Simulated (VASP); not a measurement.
# Al (Fm-3m) in VASP: further runs

One crystal, Al, is run at these levels: PBE; tasks: single point.

Program: VASP 6.6.1. These are calculated values, not measurements. Logs are shortened: lines on timing, memory, paths and dates and some standing lists are left out, and cuts for length are marked.

## 1. The crystal as given

It takes space group Fm-3m (No. 225, cubic). Conventional cell: a = 4.050 Å, b = 4.050 Å, c = 4.050 Å, α = 90.00°, β = 90.00°, γ = 90.00°. Around Al (site symmetry m-3m) lie 12 Al at 2.86 Å.

## 2. Single point, PBE

Contents of INCAR:

```
SYSTEM = Al
PREC = Accurate
ENCUT = 400
EDIFF = 1E-7
ISMEAR = -1
SIGMA = 0.15
LREAL = .False.
LASPH = .True.
NELM = 100
ALGO = Normal
ISIF = 2
LWAVE = .False.
LCHARG = .False.
GGA = PE
NBANDS = 8
ADDGRID = .False.
```

Contents of KPOINTS:

```
regular mesh
0
Gamma
  6 6 6
  0 0 0
```

Contents of POSCAR:

```
Al
1.0
    0.0000000000      2.0248050000      2.0248050000
    2.0248050000      0.0000000000      2.0248050000
    2.0248050000      2.0248050000      0.0000000000
Al
1
Direct
    0.0000000000      0.0000000000      0.0000000000
```

Potentials or basis: VASP PAW PBE potentials, release 64 (Al).

The run is started by

```sh
cat potpaw_PBE.64/Al/POTCAR > POTCAR
mpirun -np 1 vasp_std > vasp.out
```

OUTCAR:

```text
SYSTEM = Al
   PREC = Accurate
   ENCUT = 400
   EDIFF = 1E-7
   ISMEAR = -1
   LREAL = .False.
   LASPH = .True.
   NELM = 100
   ISIF = 2
   GGA = PE

 Found     16 irreducible k-points:

 Following reciprocal coordinates:
            Coordinates               Weight
  0.000000  0.000000  0.000000      1.000000
  0.166667  0.000000  0.000000      8.000000
  0.333333  0.000000  0.000000      8.000000
  0.500000  0.000000  0.000000      4.000000
  0.166667  0.166667  0.000000      6.000000
  0.333333  0.166667  0.000000     24.000000
   k-points           NKPTS =     16   k-points in BZ     NKDIM =     16   number of bands    NBANDS=      8
   number of dos      NEDOS =    301   number of ions     NIONS =      1
   total plane-waves  NPLWV =   8000
   dimension x,y,z NGX =    20 NGY =   20 NGZ =   20
   dimension x,y,z NGXF=    40 NGYF=   40 NGZF=   40
   ions per type =               1
   NGX,Y,Z   is equivalent  to a cutoff of  11.61, 11.61, 11.61 a.u.
   NGXF,Y,Z  is equivalent  to a cutoff of  23.22, 23.22, 23.22 a.u.
 SYSTEM =  Al
   PREC   = accura    normal or accurate (medium, high low for compatibility)
   ISTART =      0    job   : 0-new  1-cont  2-samecut
   ICHARG =      2    charge: 1-file 2-atom 10-const
   ISPIN  =      1    spin polarized calculation?
   LNONCOLLINEAR =      F non collinear calculations
   LSORBIT =      F    spin-orbit coupling
   LASPH  =      T    aspherical Exc in radial PAW
   ENCUT  =  400.0 eV  29.40 Ry    5.42 a.u.   4.67  4.67  4.67*2*pi/ulx,y,z
   NELM   =    100;   NELMIN=  2; NELMDL= -5     # of ELM steps
   EDIFF  = 0.1E-06   stopping-criterion for ELM
   LREAL  =      F    real-space projection
   EDIFFG = 0.1E-05   stopping-criterion for IOM
   NSW    =      0    number of steps for IOM
   IBRION =     -1    ionic relax: 0-MD 1-quasi-New 2-CG
   NFREE  =      0    steps in history (QN), initial steepest desc. (CG)
   ISIF   =      2    stress and relaxation
   ISYM   =      2    0-nonsym 1-usesym 2-fastsym
   POTIM  = 0.5000    time-step for ionic-motion
   TEBEG  =    0.0;   TEEND  =   0.0 temperature during run
   PSTRESS=    0.0 pullay stress
   NELECT =       3.0000    total number of electrons
   NUPDOWN=      -1.0000    fix difference up-down
   EMIN   =  10.00;   EMAX   =-10.00  energy-range for DOS
   EFERMI =   0.00;   METHOD = LEGACY
   ISMEAR =    -1;   SIGMA  =   0.15  broadening in eV -4-tet -1-fermi 0-gaus
   EFERMI_NEDOS =   21; number of points for ismear=-14 and -15
   IALGO  =     38    algorithm
   IMIX   =      4    mixing-type and parameters
     AMIX     =   0.40;   BMIX     =  1.00
     AMIX_MAG =   1.60;   BMIX_MAG =  1.00
  volume/ion in A,a.u.               =      16.60       112.04
  Fermi-wavevector in a.u.,A,eV,Ry     =   0.925526  1.748991 11.654733  0.856599
  Thomas-Fermi vector in A             =   2.051390
   LORBIT       =      0    0 simple, 1 ext, 2 COOP (PROOUT), +10 PAW based schemes
   GGA     = PE    functional components
   LHFCALC =     F    Hartree Fock is set to
   AEXX    =    0.0000 exact exchange contribution
   IVDW    =     0    specifies the selected vdW correction
   LEPSILON=     F    determine dielectric tensor
   LRPA    =     F    only Hartree local field effects (RPA)
 non-spin polarized calculation
  energy-cutoff  :      400.00
  volume of cell :       16.60
 maximum number of plane-waves:       310
 NGX is ok and might be reduce to    20
   NGX =  9   NGY =  9   NGZ =  9

 number of electron       3.0000000 magnetization

 Free energy of the ion-electron system (eV)
  ---------------------------------------------------
  ext. energy  EPLUGINS =         0.00000000
  ---------------------------------------------------
  free energy    TOTEN  =        -3.82377733 eV

  energy without entropy =       -3.80500707  energy(sigma->0) =       -3.81439220

 E-fermi :   8.1777     XC(G=0): -10.1744

 val. band max:        7.2856685690   @ k =  -0.3333   0.5000   0.1667
 cond. band min:       8.3197430450   @ k =  -0.3333   0.3333   0.0000
 fundamental gap:      1.0340744759
 Fermi energy:         8.1777305976

 k-point     1 :       0.0000    0.0000    0.0000
  band No.  band energies     occupation
      1      -3.1563      2.00000
      2      20.5222      0.00000
      3      20.5222      0.00000
      4      20.5222      0.00000
      5      21.9662      0.00000
      6      21.9662      0.00000
      7      21.9662      0.00000
      8      24.3541      0.00000

 k-point     2 :       0.1667    0.0000    0.0000
  band No.  band energies     occupation
      1      -2.4060      2.00000
      2      14.5536      0.00000
      3      19.2415      0.00000
      4      19.2415      0.00000
      5      22.4616      0.00000
      6      23.8914      0.00000
      7      23.8914      0.00000
      8      25.1560      0.00000

 k-point     3 :       0.3333    0.0000    0.0000
  band No.  band energies     occupation
      1      -0.1782      2.00000
      2       8.4289      0.31559
      3      18.6600      0.00000
      4      18.6600      0.00000
      5      21.2467      0.00000
      6      21.2467      0.00000
      7      22.2101      0.00000
      8      25.2017      0.00000

 k-point     4 :       0.5000    0.0000    0.0000
  band No.  band energies     occupation
      1       3.3673      2.00000
      2       3.5639      2.00000
      3      19.2795      0.00000
      4      19.2795      0.00000
      5      19.3703      0.00000
      6      19.3703      0.00000
      7      23.0229      0.00000
      8      23.1385      0.00000

 k-point     5 :       0.1667    0.1667    0.0000
  band No.  band energies     occupation
      1      -2.1567      2.00000
      2      16.9109      0.00000
      3      16.9109      0.00000
      4      17.0819      0.00000
      5      20.1481      0.00000
      6      20.3786      0.00000
      7      26.9524      0.00000
      8      26.9524      0.00000

 k-point     6 :       0.3333    0.1667    0.0000
  band No.  band energies     occupation
      1      -0.4242      2.00000
      2      10.9256      0.00000
      3      15.8550      0.00000
      4      16.5885      0.00000
      5      17.4991      0.00000
      6      22.3818      0.00000
      7      26.0394      0.00000
      8      27.5644      0.00000

 [... further k-points ...]

------------------------ aborting loop because EDIFF is reached ----------------------------------------

  FORCE on cell =-STRESS in cart. coord.  units (eV):
  Direction    XX          YY          ZZ          XY          YZ          ZX
  --------------------------------------------------------------------------------------
  -------------------------------------------------------------------------------------
  Total       -0.0254206     -0.0254206     -0.0254206      0.0000000      0.0000000      0.0000000
  in kB       -2.4531051     -2.4531051     -2.4531051      0.0000000      0.0000000      0.0000000
  external PRESSURE =      -2.4531051 kB  Pullay stress =       0.0000000 kB

 VOLUME and BASIS-vectors are now :
 -----------------------------------------------------------------------------
  energy-cutoff  :      400.00
  volume of cell :       16.60
      direct lattice vectors                 reciprocal lattice vectors
     0.000000000  2.024805000  2.024805000    -0.246937359  0.246937359  0.246937359
     2.024805000  0.000000000  2.024805000     0.246937359 -0.246937359  0.246937359
     2.024805000  2.024805000  0.000000000     0.246937359  0.246937359 -0.246937359

 POSITION                                       TOTAL-FORCE (eV/Angst)
 -----------------------------------------------------------------------------------
      0.00000      0.00000      0.00000        -0.000000      0.000000     -0.000000
 -----------------------------------------------------------------------------------
    total drift:                                0.000000      0.000000     -0.000000

  FREE ENERGIE OF THE ION-ELECTRON SYSTEM (eV)
  ---------------------------------------------------
  free  energy   TOTEN  =        -3.8237773329 eV

  energy  without entropy=       -3.8050070684  energy(sigma->0) =       -3.81439220
```

stdout:

```text
POSCAR found type information on POSCAR Al
 POSCAR found :  1 types and       1 ions
 scaLAPACK will be used
 LDA part: xc-table for (Slater+PW92), standard interpolation
 POSCAR, INCAR and KPOINTS ok, starting setup
 FFT: planning ... GRIDC
 FFT: planning ... GRID_SOFT
 FFT: planning ... GRID
 WAVECAR not read
 entering main loop
```

Run time: 1.5 s. Hardware: 1 thread of Intel Xeon 6975P-C (Granite Rapids), shared host; peak memory 0.11 GiB.

The run converged, but some of its settings lie outside the range that counts as converged, so its numbers aren't taken as properties of the crystal.

Results:

| Quantity | Value |
| --- | --- |
| Free energy | -3.8238 eV |
| Pressure | -0.2 GPa |
| Band gap on the k mesh | none (metal or under the smearing width) |

Caveat: the k mesh is coarse (spacing up to 0.45 Å⁻¹), so the values aren't converged.

## 3. Single point, PBE

INCAR is that of step 2.

KPOINTS is that of step 2.

Contents of POSCAR:

```
Al
1.0
   -0.0142710000      2.0302060000      1.9470980000
    2.0319350000     -0.0386130000      1.9714400000
    2.0296090000      2.0522230000     -0.0362870000
Al
1
Direct
    0.0259050000     -0.0062880000     -0.0081470000
```

Potentials or basis: VASP PAW PBE potentials, release 64 (Al).

The run is started by

```sh
cat potpaw_PBE.64/Al/POTCAR > POTCAR
mpirun -np 1 vasp_std > vasp.out
```

Run time: 4 s. Hardware: 1 thread of Intel Xeon 6975P-C (Granite Rapids), shared host; peak memory 0.11 GiB.

The run converged, but some of its settings lie outside the range that counts as converged, so its numbers aren't taken as properties of the crystal.

Results:

- Free energy: -3.8115 eV
- Pressure: -0.1 GPa
- Band gap on the k mesh: none (metal or under the smearing width)

Caveat: the k mesh is coarse (spacing up to 0.45 Å⁻¹), so the values aren't converged.

## 4. Single point, PBE

Edit INCAR of step 3 so:

```diff
@@ -2,3 +2,3 @@
 PREC = Accurate
-ENCUT = 400
+ENCUT = 600
 EDIFF = 1E-7
```

Contents of KPOINTS:

```
regular mesh
0
Gamma
  5 5 5
  0 0 0
```

Contents of POSCAR:

```
Al
1.0
    0.0000000000      2.0248050000      2.0248050000
    2.0248050000      0.0000000000      2.0248050000
    2.0248050000      2.0248050000      0.0000000000
Al
1
Direct
    0.0000000000      0.0000000000      0.0000000000
```

The run is started by

```sh
cat potpaw_PBE.64/Al/POTCAR > POTCAR
mpirun -np 1 vasp_std > vasp.out
```

Run time: 1.5 s. Hardware: 1 thread of Intel Xeon 6975P-C (Granite Rapids), shared host; peak memory 0.12 GiB.

The run converged, but some of its settings lie outside the range that counts as converged, so its numbers aren't taken as properties of the crystal.

Results:

```yaml
Free_energy: -3.7215 eV
Pressure: 0.9 GPa
Band_gap_on_the_k_mesh: none (metal or under the smearing width)
```

Caveat: the k mesh is coarse (spacing up to 0.54 Å⁻¹), so the values aren't converged.

## 5. Single point, PBE

INCAR is that of step 4.

KPOINTS is that of step 4.

Contents of POSCAR:

```
Al
1.0
   -0.0142710000      2.0302060000      1.9470980000
    2.0319350000     -0.0386130000      1.9714400000
    2.0296090000      2.0522230000     -0.0362870000
Al
1
Direct
    0.0259050000     -0.0062880000     -0.0081470000
```

Potentials or basis: VASP PAW PBE potentials, release 64 (Al).

The run is started by

```sh
cat potpaw_PBE.64/Al/POTCAR > POTCAR
mpirun -np 1 vasp_std > vasp.out
```

OUTCAR:

```text
SYSTEM = Al
   PREC = Accurate
   ENCUT = 600
   EDIFF = 1E-7
   ISMEAR = -1
   LREAL = .False.
   LASPH = .True.
   NELM = 100
   ISIF = 2
   GGA = PE

 Found     63 irreducible k-points:

 Following reciprocal coordinates:
            Coordinates               Weight
  0.000000  0.000000  0.000000      1.000000
  0.200000  0.000000 -0.000000      2.000000
  0.400000  0.000000 -0.000000      2.000000
 -0.000000  0.200000  0.000000      2.000000
  0.200000  0.200000  0.000000      2.000000
  0.400000  0.200000  0.000000      2.000000
   k-points           NKPTS =     63   k-points in BZ     NKDIM =     63   number of bands    NBANDS=      8
   number of dos      NEDOS =    301   number of ions     NIONS =      1
   total plane-waves  NPLWV =  13824
   dimension x,y,z NGX =    24 NGY =   24 NGZ =   24
   dimension x,y,z NGXF=    48 NGYF=   48 NGZF=   48
   ions per type =               1
   NGX,Y,Z   is equivalent  to a cutoff of  14.18, 14.09, 13.82 a.u.
   NGXF,Y,Z  is equivalent  to a cutoff of  28.37, 28.18, 27.64 a.u.
 SYSTEM =  Al
   PREC   = accura    normal or accurate (medium, high low for compatibility)
   ISTART =      0    job   : 0-new  1-cont  2-samecut
   ICHARG =      2    charge: 1-file 2-atom 10-const
   ISPIN  =      1    spin polarized calculation?
   LNONCOLLINEAR =      F non collinear calculations
   LSORBIT =      F    spin-orbit coupling
   LASPH  =      T    aspherical Exc in radial PAW
   ENCUT  =  600.0 eV  44.10 Ry    6.64 a.u.   5.62  5.66  5.77*2*pi/ulx,y,z
   NELM   =    100;   NELMIN=  2; NELMDL= -5     # of ELM steps
   EDIFF  = 0.1E-06   stopping-criterion for ELM
   LREAL  =      F    real-space projection
   EDIFFG = 0.1E-05   stopping-criterion for IOM
   NSW    =      0    number of steps for IOM
   IBRION =     -1    ionic relax: 0-MD 1-quasi-New 2-CG
   NFREE  =      0    steps in history (QN), initial steepest desc. (CG)
   ISIF   =      2    stress and relaxation
   ISYM   =      2    0-nonsym 1-usesym 2-fastsym
   POTIM  = 0.5000    time-step for ionic-motion
   TEBEG  =    0.0;   TEEND  =   0.0 temperature during run
   PSTRESS=    0.0 pullay stress
   NELECT =       3.0000    total number of electrons
   NUPDOWN=      -1.0000    fix difference up-down
   EMIN   =  10.00;   EMAX   =-10.00  energy-range for DOS
   EFERMI =   0.00;   METHOD = LEGACY
   ISMEAR =    -1;   SIGMA  =   0.15  broadening in eV -4-tet -1-fermi 0-gaus
   EFERMI_NEDOS =   21; number of points for ismear=-14 and -15
   IALGO  =     38    algorithm
   IMIX   =      4    mixing-type and parameters
     AMIX     =   0.40;   BMIX     =  1.00
     AMIX_MAG =   1.60;   BMIX_MAG =  1.00
  volume/ion in A,a.u.               =      16.60       112.04
  Fermi-wavevector in a.u.,A,eV,Ry     =   0.925526  1.748991 11.654732  0.856599
  Thomas-Fermi vector in A             =   2.051390
   LORBIT       =      0    0 simple, 1 ext, 2 COOP (PROOUT), +10 PAW based schemes
   GGA     = PE    functional components
   LHFCALC =     F    Hartree Fock is set to
   AEXX    =    0.0000 exact exchange contribution
   IVDW    =     0    specifies the selected vdW correction
   LEPSILON=     F    determine dielectric tensor
   LRPA    =     F    only Hartree local field effects (RPA)
 non-spin polarized calculation
  energy-cutoff  :      600.00
  volume of cell :       16.60
 maximum number of plane-waves:       564
   NGX = 11   NGY = 11   NGZ = 11

 number of electron       3.0000000 magnetization

 Free energy of the ion-electron system (eV)
  ---------------------------------------------------
  ext. energy  EPLUGINS =         0.00000000
  ---------------------------------------------------
  free energy    TOTEN  =        -3.72083766 eV

  energy without entropy =       -3.67670732  energy(sigma->0) =       -3.69877249

 E-fermi :   8.2510     XC(G=0): -10.1734

 val. band max:        8.2251400648   @ k =  -0.4000   0.4000   0.2000
 cond. band min:       8.2580589934   @ k =   0.4000  -0.2000   0.4000
 fundamental gap:      0.0329189287
 Fermi energy:         8.2509501805

 k-point     1 :       0.0000    0.0000    0.0000
  band No.  band energies     occupation
      1      -3.1566      2.00000
      2      20.0429      0.00000
      3      20.4256      0.00000
      4      21.1364      0.00000
      5      21.4452      0.00000
      6      21.8576      0.00000
      7      22.4968      0.00000
      8      24.5325      0.00000

 k-point     2 :       0.2000    0.0000   -0.0000
  band No.  band energies     occupation
      1      -2.0649      2.00000
      2      13.4249      0.00000
      3      18.5671      0.00000
      4      19.2539      0.00000
      5      22.3035      0.00000
      6      22.8825      0.00000
      7      23.8630      0.00000
      8      25.1354      0.00000

 k-point     3 :       0.4000    0.0000   -0.0000
  band No.  band energies     occupation
      1       1.1610      2.00000
      2       6.4017      1.99999
      3      18.2363      0.00000
      4      19.0408      0.00000
      5      19.7275      0.00000
      6      20.6953      0.00000
      7      22.3695      0.00000
      8      24.2510      0.00000

 k-point     4 :      -0.0000    0.2000    0.0000
  band No.  band energies     occupation
      1      -2.0995      2.00000
      2      12.9304      0.00000
      3      18.8930      0.00000
      4      19.6136      0.00000
      5      22.5337      0.00000
      6      23.0334      0.00000
      7      23.9690      0.00000
      8      25.3910      0.00000

 k-point     5 :       0.2000    0.2000    0.0000
  band No.  band energies     occupation
      1      -1.6493      2.00000
      2      15.7262      0.00000
      3      15.9999      0.00000
      4      16.4771      0.00000
      5      19.3726      0.00000
      6      19.6657      0.00000
      7      27.9766      0.00000
      8      28.1333      0.00000

 k-point     6 :       0.4000    0.2000    0.0000
  band No.  band energies     occupation
      1       0.9434      2.00000
      2       9.1582      0.00471
      3      14.9293      0.00000
      4      15.2141      0.00000
      5      16.8480      0.00000
      6      22.0554      0.00000
      7      25.4717      0.00000
      8      28.5696      0.00000

 [... further k-points ...]

------------------------ aborting loop because EDIFF is reached ----------------------------------------

  FORCE on cell =-STRESS in cart. coord.  units (eV):
  Direction    XX          YY          ZZ          XY          YZ          ZX
  --------------------------------------------------------------------------------------
  -------------------------------------------------------------------------------------
  Total        0.0307495      0.0363782      0.1026620     -0.0126366     -0.0027136     -0.0004161
  in kB        2.9673559      3.5105281      9.9069604     -1.2194375     -0.2618671     -0.0401516
  external PRESSURE =       5.4616148 kB  Pullay stress =       0.0000000 kB

 VOLUME and BASIS-vectors are now :
 -----------------------------------------------------------------------------
  energy-cutoff  :      600.00
  volume of cell :       16.60
      direct lattice vectors                 reciprocal lattice vectors
    -0.014271000  2.030206000  1.947098000    -0.243600396  0.245440565  0.255882689
     2.031935000 -0.038613000  1.971440000     0.245113160 -0.237992671  0.249947439
     2.029609000  2.052223000 -0.036287000     0.245598817  0.239991210 -0.248434673

 POSITION                                       TOTAL-FORCE (eV/Angst)
 -----------------------------------------------------------------------------------
      4.03186      2.04973      1.97349        -0.000000     -0.000000      0.000000
 -----------------------------------------------------------------------------------
    total drift:                                0.000000     -0.000000      0.000000

  FREE ENERGIE OF THE ION-ELECTRON SYSTEM (eV)
  ---------------------------------------------------
  free  energy   TOTEN  =        -3.7208376567 eV

  energy  without entropy=       -3.6767073228  energy(sigma->0) =       -3.69877249
```

Run time: 4.9 s. Hardware: 1 thread of Intel Xeon 6975P-C (Granite Rapids), shared host; peak memory 0.13 GiB.

The run converged, but some of its settings lie outside the range that counts as converged, so its numbers aren't taken as properties of the crystal.

What came out:

```
Free energy            : -3.7208 eV
Pressure               : 0.5 GPa
Band gap on the k mesh : none (metal or under the smearing width)
```

Caveat: the k mesh is coarse (spacing up to 0.54 Å⁻¹), so the values aren't converged.
